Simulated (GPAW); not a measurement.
# SnTe (Fm-3m) in GPAW: convergence with displacement (A) or strain, part 2 of 2

GPAW 26.7.0. Earlier steps stand in the parts before.

### Step 8. With displacement (A) or strain 0.0375

run.py reads:

```python
import json
import numpy as np
import spglib
from ase import Atoms
from ase.calculators.mixing import SumCalculator
from ase.constraints import FixSymmetry
from ase.filters import FrechetCellFilter
from ase.io import write
from ase.optimize import BFGS
from ase.stress import full_3x3_to_voigt_6_stress, voigt_6_to_full_3x3_strain, voigt_6_to_full_3x3_stress
from ase.units import GPa
from dftd3.ase import DFTD3
from gpaw import GPAW, PW

atoms = Atoms(['Te', 'Sn'],
              cell=[[0.0, 3.15085, 3.15085],
                    [3.15085, 0.0, 3.15085],
                    [3.15085, 3.15085, 0.0]],
              scaled_positions=[[0.5, 0.5, 0.5],
                                [0.0, 0.0, 0.0]],
              pbc=True)

calc = GPAW(mode=PW(450),
            xc='PBE',
            kpts={'size': (6, 6, 6), 'gamma': True},
            occupations={'name': 'fermi-dirac', 'width': 0.05},
            nbands=19,
            convergence={'density': 1e-06, 'eigenstates': 1e-09},
            maxiter=150,
            symmetry={'tolerance': 0.001},
            txt='gpaw.txt')
atoms.calc = SumCalculator([calc, DFTD3(method='pbe', damping='d3bj')])
atoms.set_constraint(FixSymmetry(atoms))
BFGS(FrechetCellFilter(atoms), trajectory='relax.traj', logfile='-').run(fmax=0.005, steps=40)
atoms.set_constraint()
energy = atoms.get_potential_energy()
forces = atoms.get_forces()
stress = atoms.get_stress()
calc.write('gs.gpw')
write('result.traj', atoms)
print('Cell:', atoms.cell.cellpar().round(4))
print(atoms.get_scaled_positions().round(5))

gpts = tuple(int(n) for n in calc.get_number_of_grid_points())
cell = atoms.cell[:].T
dataset = spglib.get_symmetry((atoms.cell[:], atoms.get_scaled_positions(), atoms.numbers), symprec=1e-4)
rotations = [cell @ w @ np.linalg.inv(cell) for w in dataset['rotations']]
strains, clamped, relaxed = [], [], []
for v in [0, 3]:
    for e in (-0.0375, 0.0375):
        voigt = np.zeros(6)
        voigt[v] = e
        F = voigt_6_to_full_3x3_strain(voigt)
        a = atoms.copy()
        a.set_cell(atoms.cell[:] @ F, scale_atoms=True)
        c = GPAW(mode=PW(450),
                 xc='PBE',
                 kpts={'size': (6, 6, 6), 'gamma': True},
                 occupations={'name': 'fermi-dirac', 'width': 0.05},
                 nbands=19,
                 convergence={'density': 1e-06, 'eigenstates': 1e-09},
                 maxiter=150,
                 symmetry={'tolerance': 0.001},
                 gpts=gpts,
                 txt=f'strain-{v}{e:+.3f}.txt')
        a.calc = SumCalculator([c, DFTD3(method='pbe', damping='d3bj')])
        s0 = s1 = a.get_stress() - stress
        BFGS(a, logfile=None).run(fmax=0.003, steps=25)
        s1 = a.get_stress() - stress
        print(v, e, 'clamped', (s0 / GPa).round(3), 'relaxed', (s1 / GPa).round(3), flush=True)
        for R in rotations:  # images under the point group
            eps = R @ (F - np.eye(3)) @ R.T
            strains.append(full_3x3_to_voigt_6_stress(eps) * [1, 1, 1, 2, 2, 2])
            for s, rows in ((s0, clamped), (s1, relaxed)):
                rows.append(full_3x3_to_voigt_6_stress(R @ voigt_6_to_full_3x3_stress(s) @ R.T))

C0, C = (np.linalg.lstsq(np.array(strains), np.array(s), rcond=None)[0].T / GPa for s in (clamped, relaxed))
print('Clamped-ion Cij (GPa):')
print(C0.round(1))
print('Relaxed-ion Cij (GPa):')
print(C.round(1))
json.dump({'clamped': C0.tolist(), 'relaxed': C.tolist()}, open('elastic.json', 'w'))
```

Potentials or basis: GPAW PAW data sets (gpaw-data 1.2.1), pw.

Command:

```
> OMP_NUM_THREADS=1 python run.py
```

gpaw.txt:

```text
__  _  _
 | _ |_)|_||  |
 |__||  | ||/\| - 26.7.0

Input parameters:
  mode=PW(ecut=450.00000000000006),
  convergence={'density': 1e-06, 'eigenstates': 1e-09},
  kpts=MonkhorstPack(size=(6, 6, 6), gamma=True),
  maxiter=150,
  nbands=19,
  occupations=Occupations(name='fermi-dirac', width=0.05),
  symmetry=Symmetry(tolerance=0.001),
  xc=XC(name='PBE')

Diagonalizing LCAO Hamiltonian
Converting LCAO to pw mode

                 Te

       Sn

Atoms  # Å, Bohr magnetons
|   | symbol |        x |        y |        z |    initial magnetic moments |
|---|--------|----------|----------|----------|-----------------------------|
| 0 |     Te | 3.150850 | 3.150850 | 3.150850 | ( 0.0000,  0.0000,  0.0000) |
| 1 |     Sn | 0.000000 | 0.000000 | 0.000000 | ( 0.0000,  0.0000,  0.0000) |

Unit cell  # Å
| periodic |        x |        y |        z |  lengths |    angles |
|----------|----------|----------|----------|----------|-----------|
|      yes | 0.000000 | 3.150850 | 3.150850 | 4.455975 | 60.000000 |
|      yes | 3.150850 | 0.000000 | 3.150850 | 4.455975 | 60.000000 |
|      yes | 3.150850 | 3.150850 | 0.000000 | 4.455975 | 60.000000 |

Number of symmetries: 48
Symmetry operations  # r_c * U_cc + t_c -> r_c
|    | kind |            matrix            |
|----|------|------------------------------|
|  0 |  σ   |  1, 0, 0,  1, 0,-1,  1,-1, 0 |
|  1 |  C2  |  1, 0, 0,  1,-1, 0,  1, 0,-1 |
|  2 |  E   |  1, 0, 0,  0, 1, 0,  0, 0, 1 |
|  3 |  σ   |  1, 0, 0,  0, 0, 1,  0, 1, 0 |
|  4 |  C4  |  1, 0,-1,  1, 0, 0,  1,-1, 0 |
|  5 |  S6  |  1, 0,-1,  1,-1, 0,  1, 0, 0 |
|  6 |  σ   |  1, 0,-1,  0, 1,-1,  0, 0,-1 |
|  7 |  C3  |  1, 0,-1,  0, 0,-1,  0, 1,-1 |
|  8 |  S6  |  1,-1, 0,  1, 0, 0,  1, 0,-1 |
|  9 |  C4  |  1,-1, 0,  1, 0,-1,  1, 0, 0 |
| 10 |  C3  |  1,-1, 0,  0,-1, 1,  0,-1, 0 |
| 11 |  σ   |  1,-1, 0,  0,-1, 0,  0,-1, 1 |
| 12 |  σ   |  0, 1, 0,  1, 0, 0,  0, 0, 1 |
| 13 |  C4  |  0, 1, 0,  0, 1,-1, -1, 1, 0 |
[... 226 lines left out ...]
Stress tensor  # eV/Ang^3
|         x |         y |         z |
|-----------|-----------|-----------|
| -0.007620 | -0.000000 | -0.000000 |
| -0.000000 | -0.007620 |  0.000000 |
| -0.000000 |  0.000000 | -0.007620 |

Forces  # eV/Ang
|        x |        y |        z |
|----------|----------|----------|
| -0.00000 |  0.00000 | -0.00000 |  # Te   0
| -0.00000 | -0.00000 |  0.00000 |  # Sn   1

Interpolating wave functions to new cell

                 Te

       Sn

Atoms  # Å, Bohr magnetons
|   | symbol |        x |        y |        z |    initial magnetic moments |
|---|--------|----------|----------|----------|-----------------------------|
| 0 |     Te | 3.146857 | 3.146857 | 3.146857 | ( 0.0000,  0.0000,  0.0000) |
| 1 |     Sn | 0.000000 | 0.000000 | 0.000000 | ( 0.0000,  0.0000,  0.0000) |

Unit cell  # Å
| periodic |        x |         y |        z |  lengths |    angles |
|----------|----------|-----------|----------|----------|-----------|
|      yes | 0.000000 |  3.146857 | 3.146857 | 4.450328 | 60.000000 |
|      yes | 3.146857 | -0.000000 | 3.146857 | 4.450328 | 60.000000 |
|      yes | 3.146857 |  3.146857 | 0.000000 | 4.450328 | 60.000000 |

Number of symmetries: 48
Symmetry operations  # r_c * U_cc + t_c -> r_c
|    | kind |            matrix            |
|----|------|------------------------------|
|  0 |  σ   |  1, 0, 0,  1, 0,-1,  1,-1, 0 |
|  1 |  C2  |  1, 0, 0,  1,-1, 0,  1, 0,-1 |
|  2 |  E   |  1, 0, 0,  0, 1, 0,  0, 0, 1 |
|  3 |  σ   |  1, 0, 0,  0, 0, 1,  0, 1, 0 |
|  4 |  C4  |  1, 0,-1,  1, 0, 0,  1,-1, 0 |
|  5 |  S6  |  1, 0,-1,  1,-1, 0,  1, 0, 0 |
|  6 |  σ   |  1, 0,-1,  0, 1,-1,  0, 0,-1 |
|  7 |  C3  |  1, 0,-1,  0, 0,-1,  0, 1,-1 |
|  8 |  S6  |  1,-1, 0,  1, 0, 0,  1, 0,-1 |
|  9 |  C4  |  1,-1, 0,  1, 0,-1,  1, 0, 0 |
| 10 |  C3  |  1,-1, 0,  0,-1, 1,  0,-1, 0 |
| 11 |  σ   |  1,-1, 0,  0,-1, 0,  0,-1, 1 |
| 12 |  σ   |  0, 1, 0,  1, 0, 0,  0, 0, 1 |
| 13 |  C4  |  0, 1, 0,  0, 1,-1, -1, 1, 0 |
[... 166 lines left out ...]
SCF iterations
|iter     | |      energy | eigst |  dens |
|---------|-|-------------|-------|-------|
|iter:   1| |   -7.766802 | -3.04 |       |
|iter:   2| |   -7.766694 | -5.08 | -2.61 |
|iter:   3| |   -7.766044c| -5.04 | -2.65 |
|iter:   4| |   -7.766024c| -5.80 | -3.40 |
|iter:   5| |   -7.766024c| -6.56 | -3.83 |
|iter:   6| |   -7.766024c| -7.54 | -4.33 |
|iter:   7| |   -7.766024c| -8.60 | -5.02 |
|iter:   8| |   -7.766024c| -9.67c| -5.74 |
|iter:   9| |   -7.766024c|-10.48c| -6.16c|

Converged in 9 steps
Energy contributions relative to reference atoms: (reference = -352801.376741)

Energy contributions:
  Kinetic:          15.556483
  Coulomb:         -15.537875
  Zero:              0.184073
  External:          0.000000
  Xc:               -7.967647
  Entropy:          -0.002115
  Spinorbit:         0.000000
  ----------------------------
  Free energy:      -7.767082
  Extrapolated:     -7.766024
[... 32 lines left out ...]
Stress tensor  # eV/Ang^3
|         x |         y |         z |
|-----------|-----------|-----------|
| -0.008746 |  0.000000 |  0.000000 |
|  0.000000 | -0.008746 | -0.000000 |
|  0.000000 | -0.000000 | -0.008746 |

Forces  # eV/Ang
|        x |       y |       z |
|----------|---------|---------|
| -0.00000 | 0.00000 | 0.00000 |  # Te   0
|  0.00000 | 0.00000 | 0.00000 |  # Sn   1

Interpolating wave functions to new cell

                 Te

       Sn

Atoms  # Å, Bohr magnetons
|   | symbol |        x |        y |        z |    initial magnetic moments |
|---|--------|----------|----------|----------|-----------------------------|
| 0 |     Te | 3.129235 | 3.129235 | 3.129235 | ( 0.0000,  0.0000,  0.0000) |
| 1 |     Sn | 0.000000 | 0.000000 | 0.000000 | ( 0.0000,  0.0000,  0.0000) |

Unit cell  # Å
| periodic |        x |        y |         z |  lengths |    angles |
|----------|----------|----------|-----------|----------|-----------|
|      yes | 0.000000 | 3.129235 |  3.129235 | 4.425407 | 60.000000 |
|      yes | 3.129235 | 0.000000 |  3.129235 | 4.425407 | 60.000000 |
|      yes | 3.129235 | 3.129235 | -0.000000 | 4.425407 | 60.000000 |

Number of symmetries: 48
Symmetry operations  # r_c * U_cc + t_c -> r_c
|    | kind |            matrix            |
|----|------|------------------------------|
|  0 |  σ   |  1, 0, 0,  1, 0,-1,  1,-1, 0 |
|  1 |  C2  |  1, 0, 0,  1,-1, 0,  1, 0,-1 |
|  2 |  E   |  1, 0, 0,  0, 1, 0,  0, 0, 1 |
|  3 |  σ   |  1, 0, 0,  0, 0, 1,  0, 1, 0 |
|  4 |  C4  |  1, 0,-1,  1, 0, 0,  1,-1, 0 |
|  5 |  S6  |  1, 0,-1,  1,-1, 0,  1, 0, 0 |
|  6 |  σ   |  1, 0,-1,  0, 1,-1,  0, 0,-1 |
|  7 |  C3  |  1, 0,-1,  0, 0,-1,  0, 1,-1 |
|  8 |  S6  |  1,-1, 0,  1, 0, 0,  1, 0,-1 |
|  9 |  C4  |  1,-1, 0,  1, 0,-1,  1, 0, 0 |
| 10 |  C3  |  1,-1, 0,  0,-1, 1,  0,-1, 0 |
| 11 |  σ   |  1,-1, 0,  0,-1, 0,  0,-1, 1 |
| 12 |  σ   |  0, 1, 0,  1, 0, 0,  0, 0, 1 |
| 13 |  C4  |  0, 1, 0,  0, 1,-1, -1, 1, 0 |
[... 226 lines left out ...]
Stress tensor  # eV/Ang^3
|         x |         y |         z |
|-----------|-----------|-----------|
| -0.014174 | -0.000000 | -0.000000 |
| -0.000000 | -0.014174 |  0.000000 |
| -0.000000 |  0.000000 | -0.014174 |

Forces  # eV/Ang
|        x |       y |       z |
|----------|---------|---------|
| -0.00000 | 0.00000 | 0.00000 |  # Te   0
|  0.00000 | 0.00000 | 0.00000 |  # Sn   1

Interpolating wave functions to new cell

                 Te

       Sn

Atoms  # Å, Bohr magnetons
|   | symbol |        x |        y |        z |    initial magnetic moments |
|---|--------|----------|----------|----------|-----------------------------|
| 0 |     Te | 3.130419 | 3.130419 | 3.130419 | ( 0.0000,  0.0000,  0.0000) |
| 1 |     Sn | 0.000000 | 0.000000 | 0.000000 | ( 0.0000,  0.0000,  0.0000) |

Unit cell  # Å
| periodic |        x |        y |         z |  lengths |    angles |
|----------|----------|----------|-----------|----------|-----------|
|      yes | 0.000000 | 3.130419 |  3.130419 | 4.427081 | 60.000000 |
|      yes | 3.130419 | 0.000000 |  3.130419 | 4.427081 | 60.000000 |
|      yes | 3.130419 | 3.130419 | -0.000000 | 4.427081 | 60.000000 |

Number of symmetries: 48
Symmetry operations  # r_c * U_cc + t_c -> r_c
|    | kind |            matrix            |
|----|------|------------------------------|
|  0 |  σ   |  1, 0, 0,  1, 0,-1,  1,-1, 0 |
|  1 |  C2  |  1, 0, 0,  1,-1, 0,  1, 0,-1 |
|  2 |  E   |  1, 0, 0,  0, 1, 0,  0, 0, 1 |
|  3 |  σ   |  1, 0, 0,  0, 0, 1,  0, 1, 0 |
|  4 |  C4  |  1, 0,-1,  1, 0, 0,  1,-1, 0 |
|  5 |  S6  |  1, 0,-1,  1,-1, 0,  1, 0, 0 |
|  6 |  σ   |  1, 0,-1,  0, 1,-1,  0, 0,-1 |
|  7 |  C3  |  1, 0,-1,  0, 0,-1,  0, 1,-1 |
|  8 |  S6  |  1,-1, 0,  1, 0, 0,  1, 0,-1 |
|  9 |  C4  |  1,-1, 0,  1, 0,-1,  1, 0, 0 |
| 10 |  C3  |  1,-1, 0,  0,-1, 1,  0,-1, 0 |
| 11 |  σ   |  1,-1, 0,  0,-1, 0,  0,-1, 1 |
| 12 |  σ   |  0, 1, 0,  1, 0, 0,  0, 0, 1 |
| 13 |  C4  |  0, 1, 0,  0, 1,-1, -1, 1, 0 |
[... 224 lines left out ...]
Stress tensor  # eV/Ang^3
|         x |         y |         z |
|-----------|-----------|-----------|
| -0.013800 | -0.000000 | -0.000000 |
| -0.000000 | -0.013800 |  0.000000 |
| -0.000000 |  0.000000 | -0.013800 |

Forces  # eV/Ang
|       x |        y |        z |
|---------|----------|----------|
| 0.00000 | -0.00000 | -0.00000 |  # Te   0
| 0.00000 | -0.00000 | -0.00000 |  # Sn   1

# Writing to gs.gpw (mode='')
```

It took 1.7 min on 1 thread of Arm Neoverse V2, shared host; peak memory 0.3 GiB.

What came out:

```yaml
Free_energy: -8.5690 eV
Relaxed_volume: 30.68 Å³/atom
Relaxed_cell: a = 4.427 Å, b = 4.427 Å, c = 4.427 Å, α = 60.00°, β = 60.00°, γ = 60.00°
Space_group_after_relaxing_to_0.05_Å: Fm-3m (No. 225)
Pressure_after_relaxing: 0.0 GPa
Band_gap_on_the_k_mesh: 0.17 eV, direct
Elastic_constants_C11_C12_C44: 142, 5, 10 GPa
Voigt_bulk_modulus: 50 GPa
Bulk_modulus_Hill: 50 GPa
Shear_modulus_Hill: 24 GPa
Young's_modulus: 62 GPa
Poisson's_ratio_from_the_elastic_constants: 0.30
Dispersion_energy_per_atom: -0.409 eV
```

### Step 9. Result

| displacement (A) or strain | energy less the tightest run, at zero smearing (meV/atom) | SCF cycles | CPU time (s) | peak memory (GiB) |
| --- | --- | --- | --- | --- |
| 0.0005 | 0.00 | 10 | 100 | 0.23 |
| 0.00125 | 0.00 | 10 | 100 | 0.23 |
| 0.0025 | 0.00 | 10 | 100 | 0.3 |
| 0.005 | 0.00 | 10 | 100 | 0.3 |
| 0.01 | 0.00 | 10 | 100 | 0.3 |
| 0.02 | 0.00 | 10 | 100 | 0.3 |
| 0.0375 | 0.00 | 10 | 100 | 0.3 |

Against the tightest run, the energy stays within 1 meV/atom from 0.0005 on. The tightest run that finished is the yardstick and may itself not be fully converged.

Caveats: the cutoff is short for stress and forces, so pressures can be off by a GPa or more; the density grid can change from cell to cell, which puts small steps into energies and stress; this is a loose point of a sweep; spin-orbit coupling is left out, which moves the levels of the heavy elements.
